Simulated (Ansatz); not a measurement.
## Computed properties of KCl

```
K Cl
1.0
     0.00000    3.15610    3.15610
     3.15610    0.00000    3.15610
     3.15610    3.15610    0.00000
K Cl
1 1
Cartesian
  0.0000 0.0000 0.0000
  3.1561 3.1561 3.1561
```

Atom numbers follow the list: K1, Cl2.

Conventional cell: a = 6.312 Å, b = 6.312 Å, c = 6.312 Å, α = 90.00°, β = 90.00°, γ = 90.00°. Around K (atom 1) lie 6 Cl at 3.16 Å. Around Cl (atom 2) lie 6 K at 3.16 Å.

Structure: COD 9003114, as refined from experiment and not relaxed.

All numbers are computed: DFT, PBEsol, all-electron LAPW, scalar-relativistic (Ansatz 0.2.0); DFT, PBEsol, PAW with Ansatz's default frozen-core files, scalar-relativistic (Ansatz 0.2.0).

For LAPW: a Γ-centred 7×7×7 k mesh, Fermi–Dirac smearing of 0.03 eV, basis error target 0.5 meV/atom, no spin polarisation. PAW takes a cutoff of 420 eV at this cell (files made with PBE, cores remade for this functional). The Ansatz runs share mesh, smearing and spin set-up. Values come from LAPW unless marked.

```json
{"Pressure at this cell": "-0.56 GPa", "Band gap": "5.00 eV, direct at Γ", "Löwdin charges (with 0.06 e of the cell spilling out of the atomic basis, so their sizes and signs hang on that basis)": "K1 0.76, Cl2 -0.70 e", "Bader charges (from the PAW run)": "K1 +0.84, Cl2 -0.84 e", "Volume per atom": "31.44 Å³"}
```
